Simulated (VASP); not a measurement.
# K (Fm-3m) in VASP: equation of state, part 2 of 2

VASP 6.6.1. Earlier steps stand in the parts before.

### Step 5. Equation of state, PBE, 79.61 Å³/atom (volume scaled by 1.02)

File INCAR:

```
SYSTEM = K
PREC = Accurate
ENCUT = 520
EDIFF = 1E-7
ISMEAR = -1
SIGMA = 0.05
LREAL = .False.
LASPH = .True.
NELM = 100
ALGO = Normal
ISIF = 2
LWAVE = .False.
LCHARG = .False.
GGA = PE
NBANDS = 10
```

File KPOINTS:

```
Automatic mesh
0
Gamma
  7 7 7
  0 0 0
```

File POSCAR:

```
K
1.0
    0.0000000000      3.4143362065      3.4143362065
    3.4143362065      0.0000000000      3.4143362065
    3.4143362065      3.4143362065      0.0000000000
K
1
Direct
    0.0000000000      0.0000000000      0.0000000000
```

Potentials or basis: VASP PAW PBE potentials, release 64 (K_sv).

Command:

```console
> cat potpaw_PBE.64/K_sv/POTCAR > POTCAR
> mpirun -np 1 vasp_std > vasp.out
```

OUTCAR:

```text
SYSTEM = K
   PREC = Accurate
   ENCUT = 520
   EDIFF = 1E-7
   ISMEAR = -1
   LREAL = .False.
   LASPH = .True.
   NELM = 100
   ISIF = 2
   GGA = PE

 ion  position               nearest neighbor table
   1  0.000  0.000  0.000-

  LATTYP: Found a face centered cubic cell.
 ALAT       =     6.8286724130

  Lattice vectors:

 A1 = (   0.0000000000,   3.4143362065,   3.4143362065)
 A2 = (   3.4143362065,   0.0000000000,   3.4143362065)
[... 431 lines left out ...]
      7       1.4374      0.00000
      8       2.9496      0.00000
      9       4.9241      0.00000
     10       5.5212      0.00000

------------------------ aborting loop because EDIFF is reached ----------------------------------------

  FORCE on cell =-STRESS in cart. coord.  units (eV):
  Direction    XX          YY          ZZ          XY          YZ          ZX
  --------------------------------------------------------------------------------------
  -------------------------------------------------------------------------------------
  Total       -0.1254053     -0.1254053     -0.1254053     -0.0000000      0.0000000     -0.0000000
  in kB       -2.5239324     -2.5239324     -2.5239324     -0.0000000      0.0000000     -0.0000000
  external PRESSURE =      -2.5239324 kB  Pullay stress =       0.0000000 kB

 VOLUME and BASIS-vectors are now :
 -----------------------------------------------------------------------------
  energy-cutoff  :      520.00
  volume of cell :       79.61
      direct lattice vectors                 reciprocal lattice vectors
     0.000000000  3.414336206  3.414336206    -0.146441349  0.146441349  0.146441349
     3.414336206  0.000000000  3.414336206     0.146441349 -0.146441349  0.146441349
     3.414336206  3.414336206  0.000000000     0.146441349  0.146441349 -0.146441349

 POSITION                                       TOTAL-FORCE (eV/Angst)
 -----------------------------------------------------------------------------------
      0.00000      0.00000      0.00000        -0.000000     -0.000000     -0.000000
 -----------------------------------------------------------------------------------
    total drift:                               -0.000000     -0.000000      0.000000

  FREE ENERGIE OF THE ION-ELECTRON SYSTEM (eV)
  ---------------------------------------------------
  free  energy   TOTEN  =        -1.0544618325 eV

  energy  without entropy=       -1.0516328918  energy(sigma->0) =       -1.05304736
```

Wall time 13 s (1 thread of Intel Xeon 6975P-C (Granite Rapids), shared host); peak memory 0.18 GiB.

What came out:

```yaml
Free_energy: -1.0545 eV
Pressure: -0.3 GPa
Band_gap_on_the_k_mesh: none (metal or under the smearing width)
```

### Step 6. Equation of state, PBE, 81.17 Å³/atom (volume scaled by 1.04)

File INCAR:

```
SYSTEM = K
PREC = Accurate ; ENCUT = 520
EDIFF = 1E-7 ; ISMEAR = -1
SIGMA = 0.05 ; LREAL = .FALSE.
LASPH = .TRUE. ; NELM = 60
ALGO = Normal ; ISIF = 2
LWAVE = .FALSE. ; LCHARG = .FALSE.
GGA = PE ; NBANDS = 10
```

File KPOINTS:

```
regular mesh
0
G
  7 7 7
  0 0 0
```

File POSCAR:

```
K
1.0
    0.0000000000      3.4365078421      3.4365078421
    3.4365078421      0.0000000000      3.4365078421
    3.4365078421      3.4365078421      0.0000000000
K
1
Direct
    0.0000000000      0.0000000000      0.0000000000
```

Potentials or basis: VASP PAW PBE potentials, release 64 (K_sv).

Command:

```console
> cat potpaw_PBE.64/K_sv/POTCAR > POTCAR
> mpirun -np 1 vasp_std > vasp.out
```

It took 9.5 s on 1 thread of Intel Xeon 6975P-C (Granite Rapids), shared host; peak memory 0.17 GiB.

It converged, with:

```
Free energy            : -1.0519 eV
Pressure               : -0.3 GPa
Band gap on the k mesh : none (metal or under the smearing width)
```

### Step 7. Equation of state, PBE, 82.73 Å³/atom (volume scaled by 1.06)

File INCAR:

```
SYSTEM = K
  PREC = Accurate
  ENCUT = 520
  EDIFF = 1E-7
  ISMEAR = -1
  SIGMA = 0.05
  LREAL = .FALSE.
  LASPH = .TRUE.
  NELM = 100
  ALGO = Normal
  ISIF = 2
  LWAVE = .FALSE.
  LCHARG = .FALSE.
  GGA = PE
  NBANDS = 10
```

File KPOINTS:

```
Automatic mesh
0
G
  7 7 7
  0 0 0
```

File POSCAR:

```
K
1.0
    0.0000000000      3.4583970173      3.4583970173
    3.4583970173      0.0000000000      3.4583970173
    3.4583970173      3.4583970173      0.0000000000
K
1
Direct
    0.0000000000      0.0000000000      0.0000000000
```

Command:

```console
> cat potpaw_PBE.64/K_sv/POTCAR > POTCAR
> mpirun -np 1 vasp_std > vasp.out
```

Run time: 7.7 s. Hardware: 1 thread of Intel Xeon 6975P-C (Granite Rapids), shared host; peak memory 0.18 GiB.

The run converged. Its results:

- Free energy: -1.0489 eV
- Pressure: -0.3 GPa
- Band gap on the k mesh: none (metal or under the smearing width)

### Step 8. Equation of state, PBE

Potentials or basis: VASP PAW PBE potentials, release 64 (K_sv).

No new run: the results of the series are fitted here.

What came out:

```yaml
Equilibrium_volume: 73.69 Å³/atom
Bulk_modulus: 3.6 GPa
Pressure_derivative_of_the_bulk_modulus: "3.7 (rough: it moves with the points fitted)"
```

Energy against volume, from the lowest point:
```
volume (Å³/atom)  energy (meV/atom)
          73.363               0.00
          74.924               0.21
          76.485               1.10
          78.046               2.61
          79.607               4.67
          81.167               7.26
          82.728              10.28
```
